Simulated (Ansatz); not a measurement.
# Ge: the crystal squeezed far, part 2 of 2

How does Ge (sc type) answer strong compression? Methods of the runs shown: PAW. Its runs: cell relaxed at zero pressure (PAW); volume scaled by 1 (PAW); volume scaled by 0.92 (PAW); volume scaled by 0.84 (PAW); volume scaled by 0.76 (PAW); volume scaled by 0.68 (PAW); volume scaled by 0.6 (PAW); volume scaled by 0.52 (PAW); volume scaled by 0.45 (PAW and PAW (partial_waves polarizable)).

Ansatz 0.2.0; DFT PBE; a cell built from a prototype (sc type), not taken from measurement. Earlier steps stand in the parts before.

### Step 6. Volume scaled by 0.76, PAW

Contents of input.yaml:

```yaml
crystal:
  lattice:
    - [2.4733899018, 0.0, 0.0]
    - [0.0, 2.4733899018, 0.0]
    - [0.0, 0.0, 2.4733899018]
  atoms:
    - { symbol: Ge, position: [0.0, 0.0, 0.0] }
kpoints:
  mp_grid: { grid: [15, 15, 15] }
scf:
  occupations: { method: fermi_dirac, width: 0.08 }
hamiltonian:
  xc: pbe
  pseudopotentials: { kind: paw }
output:
  forces: true
  stress: true
  eigenvalues: true
  populations: true
```

Launch:

```console
> ansatz run input.yaml --threads 1 --pin off --max-ram 2048MiB --backend cpu --events-out ev --progress --plain --runs-dir out
```

The program printed (excerpt; [...] marks lines left out):

```text
[...]
Pseudopotentials: kind: paw
Pseudopotential: Ge, paw, valence charge 14, recommended cutoff 420 eV (normal)
Functional definition: PBE
[...]
Crystal: 1 atoms, lattice volume = 15.131 Å³
Basis set: ecut = 420 eV, 305 PW (Γ), exchange–correlation on 36×36×36 points (8 copies of the dense FFT grid, shifted against one another)
Bands: 11, of which v1, the nominal top of the filled ones, is band 7 counted from 1 (6 counted from 0)
Symmetry: 48 space group operations
Space group: Pm-3m (ITA 221), of the structure as read, at distance tolerance 2.5e-5 Å
k-points: 120 of 3375
[...]
SCF iter   1: F=—  HF=-4294.340184 eV  |F-HF|=—  |Δ(HF+E_count)|=         —  Δρ=1.47e-3  dr2=1.51e-4  ethr=1.77e-3  ⟨swp⟩=5.1  Hψ=7246  notcnv=0
[...]
SCF iter   6: F=-4294.340234 eV  HF=-4294.340234 eV  |F-HF|=7.11e-8  |Δ(HF+E_count)|=   2.14e-7  Δρ=2.10e-5  dr2=2.90e-8  ethr=7.14e-10  ⟨swp⟩=5.1  Hψ=6069  notcnv=0
[...]
SCF converged after 6 iterations
Free energy (F): -4294.340234 eV
[...]
E sigma→0 (E₀):  -4294.337032 eV
Entropy (-TS):   -0.006403 eV (-6.403 meV/atom)
Fermi energy:    14.528968 eV
[...]
--- Forces (eV/Å), atoms counted from 1 ---
  atom   1  Ge    -0.00000000    -0.00000000     0.00000000
[...]
--- Stress (GPa, compression-positive) ---
       34.996186       0.000000       0.000000
        0.000000      34.996186       0.000000
        0.000000       0.000000      34.996186
  P = ⅓ Tr σ = 34.9962 GPa (349.962 kbar)
--- Band table (eV; the first three rows and the last of 120) ---
  k-point 0: bands = ["-10.5631", "-10.5631", "-10.0415", "-10.0415", "-10.0415", "-0.7245", "22.6781", "22.6781", "22.6781", "25.6024", "25.6024"]
[...]
--- Löwdin populations: 1 site ---
  site symbol       q [e]
     0     Ge     13.9727
  spilling = 0.001951 (of n_electrons = 14.000000)
```

Wall time 4.3 s (1 thread of AMD EPYC 7R43 (Zen 3), shared host); peak memory 0.33 GiB.

In short: pressure 35.00 GPa; no gap.

### Step 7. Volume scaled by 0.68, PAW

Edit input.yaml of step 6 so:

```diff
@@ -2,5 +2,5 @@
   lattice:
-    - [2.4733899018, 0.0, 0.0]
-    - [0.0, 2.4733899018, 0.0]
-    - [0.0, 0.0, 2.4733899018]
+    - [2.3833675579, 0.0, 0.0]
+    - [0.0, 2.3833675579, 0.0]
+    - [0.0, 0.0, 2.3833675579]
   atoms:
@@ -19 +19,5 @@
   populations: true
+  write_density: true
+  write_potential: true
+  elf: true
+  volumetric_format: npy
```

Launch:

```console
> ansatz run input.yaml --threads 1 --pin off --max-ram 2048MiB --backend cpu --events-out ev --progress --plain --runs-dir out
```

The program printed (excerpt; [...] marks lines left out):

```text
[...]
[... 3 set-up lines as earlier in the session ...]
[...]
Crystal: 1 atoms, lattice volume = 13.539 Å³
Basis set: ecut = 420 eV, 251 PW (Γ), exchange–correlation on 32×32×32 points (8 copies of the dense FFT grid, shifted against one another)
Bands: 11, of which v1, the nominal top of the filled ones, is band 7 counted from 1 (6 counted from 0)
[... 1 set-up line as earlier in the session ...]
Space group: Pm-3m (ITA 221), of the structure as read, at distance tolerance 2.4e-5 Å
k-points: 120 of 3375
[...]
SCF iter   1: F=—  HF=-4293.860123 eV  |F-HF|=—  |Δ(HF+E_count)|=         —  Δρ=2.02e-3  dr2=1.36e-4  ethr=1.77e-3  ⟨swp⟩=5.1  Hψ=7159  notcnv=0
[...]
SCF iter   6: F=-4293.860265 eV  HF=-4293.860265 eV  |F-HF|=8.73e-10  |Δ(HF+E_count)|=   7.13e-8  Δρ=2.82e-6  dr2=5.25e-10  ethr=7.14e-10  ⟨swp⟩=8.1  Hψ=8513  notcnv=0
[...]
SCF converged after 6 iterations
Free energy (F): -4293.860265 eV
[...]
E sigma→0 (E₀):  -4293.858029 eV
Entropy (-TS):   -0.004471 eV (-4.471 meV/atom)
Fermi energy:    16.790990 eV
[...]
--- Forces (eV/Å), atoms counted from 1 ---
  atom   1  Ge    -0.00000000     0.00000000     0.00000000
[...]
--- Stress (GPa, compression-positive) ---
       64.068649      -0.000000       0.000000
       -0.000000      64.068649       0.000000
        0.000000       0.000000      64.068649
  P = ⅓ Tr σ = 64.0686 GPa (640.686 kbar)
--- Band table (eV; the first three rows and the last of 120) ---
  k-point 0: bands = ["-8.6752", "-8.6752", "-7.9778", "-7.9778", "-7.9778", "0.2499", "25.5565", "25.5565", "25.5565", "28.3219", "28.3219"]
[...]
--- Löwdin populations: 1 site ---
  site symbol       q [e]
     0     Ge     13.9707
  spilling = 0.002095 (of n_electrons = 14.000000)
```

Wall time 4 s (1 thread of AMD EPYC 7R43 (Zen 3), shared host); peak memory 0.34 GiB.

Read from it: pressure 64.07 GPa; no gap.

Density in a lattice plane of the grid's cell (edges 2.38 and 2.38 Å, at 0.000 of the third edge), which holds Ge.

Ten even steps from ' ' (0.20 e/Å³) to '@' (56.44 e/Å³):
```
##**==--..                              ..--==**
++==--::..                              ..::--==
::::....                                  ....::
....                                          ..
                                                
                                                
                                                
                                                
                                                
                                                
                                                
                                                
                                                
                                                
                                                
....                                          ..
::::....                                  ....::
++==--::..                              ..::--==
##**==--..                              ..--==**
@@%%**==....                          ....==**%%
```
Columns run along the first of these edges and rows up along the second, over one cell in 24 and 20 even steps from the bottom left corner. Atoms in the plane (fractional): Ge at (0.00, 0.00).

ELF in the same plane.

Values, 12 rows by 12 columns:
```
0.01 0.02 0.08 0.27 0.42 0.52 0.61 0.52 0.42 0.27 0.08 0.02
0.05 0.08 0.18 0.34 0.42 0.50 0.57 0.50 0.42 0.34 0.18 0.08
0.23 0.27 0.34 0.39 0.42 0.47 0.49 0.47 0.42 0.39 0.34 0.27
0.42 0.42 0.42 0.42 0.41 0.39 0.37 0.39 0.41 0.42 0.42 0.42
0.53 0.52 0.50 0.47 0.39 0.30 0.26 0.30 0.39 0.47 0.50 0.52
0.62 0.61 0.57 0.49 0.37 0.26 0.22 0.26 0.37 0.49 0.57 0.61
0.53 0.52 0.50 0.47 0.39 0.30 0.26 0.30 0.39 0.47 0.50 0.52
0.42 0.42 0.42 0.42 0.41 0.39 0.37 0.39 0.41 0.42 0.42 0.42
0.23 0.27 0.34 0.39 0.42 0.47 0.49 0.47 0.42 0.39 0.34 0.27
0.05 0.08 0.18 0.34 0.42 0.50 0.57 0.50 0.42 0.34 0.18 0.08
0.01 0.02 0.08 0.27 0.42 0.52 0.61 0.52 0.42 0.27 0.08 0.02
0.31 0.01 0.05 0.23 0.42 0.53 0.62 0.53 0.42 0.23 0.05 0.01
```
Columns run along the first of these edges and rows up along the second, over one cell in 12 and 12 even steps from the bottom left corner. Atoms in the plane (fractional): Ge at (0.00, 0.00).

Both are smooth fields of the valence electrons: close to the nuclei they are not physical.

Outside the cores ELF peaks at 0.62 on the Ge–Ge line, 1.2 Å from Ge.

### Step 8. Volume scaled by 0.6, PAW

Contents of input.yaml:

```yaml
crystal:
  lattice:
    - [2.2859767169, 0.0, 0.0]
    - [0.0, 2.2859767169, 0.0]
    - [0.0, 0.0, 2.2859767169]
  atoms:
    - { symbol: Ge, position: [0.0, 0.0, 0.0] }
kpoints:
  mp_grid: { grid: [15, 15, 15] }
scf:
  occupations: { method: fermi_dirac, width: 0.08 }
hamiltonian:
  xc: pbe
  pseudopotentials: { kind: paw }
output:
  forces: true
  stress: true
  eigenvalues: true
  populations: true
```

Launch:

```console
> ansatz run input.yaml --threads 1 --pin off --max-ram 2048MiB --backend cpu --events-out ev --progress --plain --runs-dir out
```

The program printed (excerpt; [...] marks lines left out):

```text
[...]
[... 3 set-up lines as earlier in the session ...]
[...]
Crystal: 1 atoms, lattice volume = 11.946 Å³
Basis set: ecut = 420 eV, 251 PW (Γ), exchange–correlation on 32×32×32 points (8 copies of the dense FFT grid, shifted against one another)
Bands: 11, of which v1, the nominal top of the filled ones, is band 7 counted from 1 (6 counted from 0)
[... 1 set-up line as earlier in the session ...]
Space group: Pm-3m (ITA 221), of the structure as read, at distance tolerance 2.3e-5 Å
k-points: 120 of 3375
[...]
SCF iter   1: F=—  HF=-4292.999577 eV  |F-HF|=—  |Δ(HF+E_count)|=         —  Δρ=3.70e-3  dr2=3.58e-4  ethr=1.77e-3  ⟨swp⟩=5.1  Hψ=7141  notcnv=0
[...]
SCF iter   6: F=-4292.999715 eV  HF=-4292.999715 eV  |F-HF|=1.80e-9  |Δ(HF+E_count)|=   1.01e-7  Δρ=5.64e-6  dr2=1.74e-9  ethr=4.30e-10  ⟨swp⟩=5.1  Hψ=5799  notcnv=0
[...]
SCF converged after 6 iterations
Free energy (F): -4292.999715 eV
[...]
E sigma→0 (E₀):  -4292.997382 eV
Entropy (-TS):   -0.004665 eV (-4.665 meV/atom)
Fermi energy:    19.646070 eV
[...]
--- Forces (eV/Å), atoms counted from 1 ---
  atom   1  Ge     0.00000000     0.00000000     0.00000000
[...]
--- Stress (GPa, compression-positive) ---
      113.513124       0.000000       0.000000
        0.000000     113.513124       0.000000
        0.000000       0.000000     113.513124
  P = ⅓ Tr σ = 113.5131 GPa (1135.131 kbar)
--- Band table (eV; the first three rows and the last of 120) ---
  k-point 0: bands = ["-6.3899", "-6.3899", "-5.4352", "-5.4352", "-5.4352", "1.4827", "29.1142", "29.1142", "29.1142", "31.7285", "31.7285"]
[...]
--- Löwdin populations: 1 site ---
  site symbol       q [e]
     0     Ge     13.9671
  spilling = 0.002353 (of n_electrons = 14.000000)
```

Run time: 3.5 s. Hardware: 1 thread of AMD EPYC 7R43 (Zen 3), shared host; peak memory 0.34 GiB.

Read from it: pressure 113.51 GPa; no gap.

### Step 9. Volume scaled by 0.52, PAW

Edit input.yaml of step 8 so:

```diff
@@ -2,5 +2,5 @@
   lattice:
-    - [2.2859767169, 0.0, 0.0]
-    - [0.0, 2.2859767169, 0.0]
-    - [0.0, 0.0, 2.2859767169]
+    - [2.179494783, 0.0, 0.0]
+    - [0.0, 2.179494783, 0.0]
+    - [0.0, 0.0, 2.179494783]
   atoms:
```

Launch:

```console
> ansatz run input.yaml --threads 1 --pin off --max-ram 2048MiB --backend cpu --events-out ev --progress --plain --runs-dir out
```

The program printed (excerpt; [...] marks lines left out):

```text
[...]
[... 3 set-up lines as earlier in the session ...]
[...]
Crystal: 1 atoms, lattice volume = 10.353 Å³
Basis set: ecut = 420 eV, 203 PW (Γ), exchange–correlation on 30×30×30 points (8 copies of the dense FFT grid, shifted against one another)
Bands: 11, of which v1, the nominal top of the filled ones, is band 7 counted from 1 (6 counted from 0)
[... 1 set-up line as earlier in the session ...]
Space group: Pm-3m (ITA 221), of the structure as read, at distance tolerance 2.2e-5 Å
k-points: 120 of 3375
[...]
SCF iter   1: F=—  HF=-4291.480630 eV  |F-HF|=—  |Δ(HF+E_count)|=         —  Δρ=5.51e-3  dr2=7.52e-4  ethr=1.77e-3  ⟨swp⟩=5.1  Hψ=7184  notcnv=0
[...]
SCF iter   6: F=-4291.480506 eV  HF=-4291.480506 eV  |F-HF|=1.11e-7  |Δ(HF+E_count)|=   5.90e-7  Δρ=3.62e-5  dr2=6.02e-8  ethr=7.14e-10  ⟨swp⟩=3.2  Hψ=4926  notcnv=0
[...]
SCF converged after 6 iterations
Free energy (F): -4291.480506 eV
[...]
E sigma→0 (E₀):  -4291.477829 eV
Entropy (-TS):   -0.005355 eV (-5.355 meV/atom)
Fermi energy:    23.355023 eV
[...]
--- Forces (eV/Å), atoms counted from 1 ---
  atom   1  Ge     0.00000000     0.00000000     0.00000000
[...]
--- Stress (GPa, compression-positive) ---
      200.659299       0.000000       0.000000
        0.000000     200.659299       0.000000
        0.000000       0.000000     200.659299
  P = ⅓ Tr σ = 200.6593 GPa (2006.593 kbar)
--- Band table (eV; the first three rows and the last of 120) ---
  k-point 0: bands = ["-3.5703", "-3.5703", "-2.2257", "-2.2257", "-2.2257", "3.0979", "33.6336", "33.6336", "33.6336", "36.1347", "36.1347"]
[...]
--- Löwdin populations: 1 site ---
  site symbol       q [e]
     0     Ge     13.9619
  spilling = 0.002719 (of n_electrons = 14.000000)
```

It took 3.4 s on 1 thread of AMD EPYC 7R43 (Zen 3), shared host; peak memory 0.33 GiB.

This run gives: pressure 200.66 GPa; no gap.

### Step 10. Volume scaled by 0.45, PAW

Contents of input.yaml:

```yaml
crystal:
  lattice:
    - [2.0769476835, 0.0, 0.0]
    - [0.0, 2.0769476835, 0.0]
    - [0.0, 0.0, 2.0769476835]
  atoms:
    - { symbol: Ge, position: [0.0, 0.0, 0.0] }
kpoints:
  mp_grid: { grid: [15, 15, 15] }
  band_path:
    path:
      - [0.0, 0.0, 0.0]
      - [0.0, 0.5, 0.0]
      - [0.5, 0.5, 0.0]
      - [0.0, 0.0, 0.0]
      - [0.5, 0.5, 0.5]
      - [0.0, 0.5, 0.0]
      - [0.5, 0.5, 0.5]
      - [0.5, 0.5, 0.0]
    npoints: 8
scf:
  occupations: { method: fermi_dirac, width: 0.08 }
hamiltonian:
  xc: pbe
  pseudopotentials: { kind: paw }
output:
  forces: true
  stress: true
  eigenvalues: true
  populations: true
  dos: { projected: true, de: 0.2, e_range: [-14, 8] }
```

Launch:

```console
> ansatz run input.yaml --threads 1 --pin off --max-ram 2048MiB --backend cpu --events-out ev --progress --plain --runs-dir out
```

The program printed (excerpt; [...] marks lines left out):

```text
[...]
[... 3 set-up lines as earlier in the session ...]
[...]
Crystal: 1 atoms, lattice volume = 8.959 Å³
Basis set: ecut = 420 eV, 179 PW (Γ), exchange–correlation on 30×30×30 points (8 copies of the dense FFT grid, shifted against one another)
Bands: 11, of which v1, the nominal top of the filled ones, is band 7 counted from 1 (6 counted from 0)
[... 1 set-up line as earlier in the session ...]
Space group: Pm-3m (ITA 221), of the structure as read, at distance tolerance 2.1e-5 Å
k-points: 120 of 3375
[...]
SCF iter   1: F=—  HF=-4289.198347 eV  |F-HF|=—  |Δ(HF+E_count)|=         —  Δρ=1.04e-2  dr2=3.32e-3  ethr=1.77e-3  ⟨swp⟩=4.7  Hψ=7175  notcnv=0
[...]
SCF iter   6: F=-4289.196555 eV  HF=-4289.196555 eV  |F-HF|=5.56e-10  |Δ(HF+E_count)|=   6.46e-8  Δρ=2.96e-6  dr2=2.78e-10  ethr=4.78e-10  ⟨swp⟩=2.3  Hψ=4784  notcnv=0
[...]
NSCF: frozen V_eff on 57 k-points
SCF converged after 6 iterations
Free energy (F): -4289.196555 eV
[...]
E sigma→0 (E₀):  -4289.194532 eV
Entropy (-TS):   -0.004046 eV (-4.046 meV/atom)
Fermi energy:    27.700168 eV
[...]
--- Forces (eV/Å), atoms counted from 1 ---
  atom   1  Ge    -0.00000000     0.00000000    -0.00000000
[...]
--- Stress (GPa, compression-positive) ---
      337.675935       0.000000       0.000000
        0.000000     337.675935       0.000000
        0.000000       0.000000     337.675935
  P = ⅓ Tr σ = 337.6759 GPa (3376.759 kbar)
--- Band table (eV; the first three rows and the last of 120) ---
  k-point 0: bands = ["-0.4838", "-0.4838", "1.3843", "1.3843", "1.3843", "4.9954", "38.7425", "38.7425", "38.7425", "41.2083", "41.2083"]
[...]
--- Löwdin populations: 1 site ---
  site symbol       q [e]
     0     Ge     13.9531
  spilling = 0.003348 (of n_electrons = 14.000000)
```

Wall time 3.3 s (1 thread of AMD EPYC 7R43 (Zen 3), shared host); peak memory 0.32 GiB.

In short: pressure 337.68 GPa; no gap.

At the corners of the path (eV, zero at the Fermi level):

```csv
point,band 4,band 5,band 6,band 7,band 8,band 9,band 10
Γ,-26.32,-26.32,-22.70,11.04,11.04,11.04,13.51
X,-26.84,-26.27,-13.42,-13.07,18.91,18.91,19.97
M,-26.76,-25.86,-6.64,-6.64,-2.85,-0.05,26.88
Γ,-26.32,-26.32,-22.70,11.04,11.04,11.04,13.51
R,-25.83,-25.83,0.25,0.25,0.25,6.80,6.80
X,-26.84,-26.27,-13.42,-13.07,18.91,18.91,19.97
R,-25.83,-25.83,0.25,0.25,0.25,6.80,6.80
M,-26.76,-25.86,-6.64,-6.64,-2.85,-0.05,26.88
```

States per cell, counted by energy window (eV from the Fermi level, on a grid of 0.20 eV):

```csv
from,to,total,Ge 4p,Ge 4s
-10,-9,0.21,0.15,0.06
-9,-8,0.23,0.17,0.06
-8,-7,0.25,0.19,0.05
-7,-6,0.30,0.24,0.05
-6,-5,0.28,0.24,0.04
-5,-4,0.24,0.21,0.03
-4,-3,0.22,0.18,0.03
-3,-2,0.18,0.15,0.02
-2,-1,0.19,0.14,0.04
-1,0,0.20,0.12,0.06
0,1,0.29,0.18,0.07
1,2,0.33,0.20,0.07
2,3,0.29,0.16,0.06
3,4,0.28,0.15,0.05
4,5,0.28,0.13,0.04
```

### Step 11. Volume scaled by 0.45, PAW (partial_waves polarizable)

Contents of input.yaml:

```yaml
crystal:
  lattice:
    - [2.0769476835, 0.0, 0.0]
    - [0.0, 2.0769476835, 0.0]
    - [0.0, 0.0, 2.0769476835]
  atoms:
    - { symbol: Ge, position: [0.0, 0.0, 0.0] }
kpoints:
  mp_grid: { grid: [15, 15, 15] }
scf:
  occupations: { method: fermi_dirac, width: 0.08 }
hamiltonian:
  xc: pbe
  pseudopotentials: { kind: paw, partial_waves: polarizable }
output:
  forces: true
  stress: true
  eigenvalues: true
```

Launch:

```console
> ansatz run input.yaml --threads 1 --pin off --max-ram 2048MiB --backend cpu --events-out ev --progress --plain --runs-dir out
```

The program printed (excerpt; [...] marks lines left out):

```text
[...]
[... 3 set-up lines as earlier in the session ...]
[...]
Crystal: 1 atoms, lattice volume = 8.959 Å³
Basis set: ecut = 420 eV, 179 PW (Γ), exchange–correlation on 30×30×30 points (8 copies of the dense FFT grid, shifted against one another)
Bands: 11, of which v1, the nominal top of the filled ones, is band 7 counted from 1 (6 counted from 0)
[... 2 set-up lines as earlier in the session ...]
k-points: 120 of 3375
[...]
Partial waves of Ge: polarizable
SCF iter   1: F=—  HF=-4289.198360 eV  |F-HF|=—  |Δ(HF+E_count)|=         —  Δρ=1.04e-2  dr2=3.32e-3  ethr=1.77e-3  ⟨swp⟩=4.7  Hψ=7175  notcnv=0
[...]
SCF iter   6: F=-4289.196567 eV  HF=-4289.196567 eV  |F-HF|=5.67e-10  |Δ(HF+E_count)|=   6.48e-8  Δρ=2.98e-6  dr2=2.81e-10  ethr=4.79e-10  ⟨swp⟩=2.3  Hψ=4784  notcnv=0
[...]
SCF converged after 6 iterations
Free energy (F): -4289.196567 eV
[...]
E sigma→0 (E₀):  -4289.194544 eV
Entropy (-TS):   -0.004046 eV (-4.046 meV/atom)
Fermi energy:    27.700182 eV
[...]
--- Forces (eV/Å), atoms counted from 1 ---
  atom   1  Ge    -0.00000000     0.00000000     0.00000000
[...]
--- Stress (GPa, compression-positive) ---
      337.674453      -0.000000       0.000000
        0.000000     337.674453      -0.000000
        0.000000      -0.000000     337.674453
  P = ⅓ Tr σ = 337.6745 GPa (3376.745 kbar)
--- Band table (eV; the first three rows and the last of 120) ---
  k-point 0: bands = ["-0.4837", "-0.4837", "1.3843", "1.3843", "1.3843", "4.9954", "38.7425", "38.7425", "38.7425", "41.2083", "41.2083"]
[...]
```

Run time: 2.7 s. Hardware: 1 thread of AMD EPYC 7R43 (Zen 3), shared host; peak memory 0.35 GiB.

Read from it: pressure 337.67 GPa; no gap.

### Step 12. All runs together

| method | volume over the first | volume (Å³/atom) | pressure (GPa) | SCF cycles, all passes |
| --- | --- | --- | --- | --- |
| PAW | 1 | 19.910 | -0.01 | 6 |
| PAW | 0.92 | 18.317 | 6.73 | 7 |
| PAW | 0.84 | 16.724 | 17.50 | 6 |
| PAW | 0.76 | 15.131 | 35.00 | 6 |
| PAW | 0.68 | 13.539 | 64.07 | 6 |
| PAW | 0.6 | 11.946 | 113.51 | 6 |
| PAW | 0.52 | 10.353 | 200.66 | 6 |
| PAW | 0.45 | 8.959 | 337.68 | 6 |
| PAW (partial_waves polarizable) | 0.45 | 8.959 | 337.67 | 6 |

### Step 13. Results

The summary covers parts 1 to 2.

| quantity | value |
| --- | --- |
| PAW pressure at 0.45 of the volume | 337.7 GPa |
| PAW (partial_waves polarizable) pressure at 0.45 of the volume | 337.7 GPa |
| fitted bulk modulus at zero pressure (PAW) | 72 GPa |
| its pressure derivative | 4.38 |

What this shows: By PAW the pressure climbs to 338 GPa at 0.45 of the first volume. A third-order Birch-Murnaghan curve fits the range only roughly (B₀ = 72 GPa, B′ = 4.38, misfit at most 2.00 GPa). A fit over so wide a range leans to the high pressures, so B₀ can be off by several per cent. No all-electron run checks these rows here, and frozen cores can fail under such compression. The ions are at rest, and the electrons smeared by 0.08 eV.
